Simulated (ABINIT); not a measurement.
The system is PbS (Galena).

```xyz
2
Lattice="0.0000 2.9657 2.9657 2.9657 0.0000 2.9657 2.9657 2.9657 0.0000" Properties=species:S:1:pos:R:3 pbc="T T T"
Pb    0.0000    0.0000    0.0000
S     2.9657    2.9657    2.9657
```

Base run:

```yaml
Program: ABINIT 10.8.3 (patched build)
Functional: BP86
Potentials_or_basis: JTH PAW PBE v2.0
Cutoff: 544 eV
k_mesh: 8 × 8 × 8
Occupations: fermi-dirac, width 0.05 eV
Spin: no spin polarisation
```

Its results: band gap on the k mesh 0.38 eV, direct.

Q: The run is repeated on the same cell with these changes: functional from BP86 to BLYP. What comes out?

A: Band gap on the k mesh 0.51 eV, direct.

Caveats: spin-orbit coupling is left out, which as a rule narrows the gap of such compounds by several tenths of an eV.

A k mesh can miss the band edges.

Not every run made on this cell is shown here.
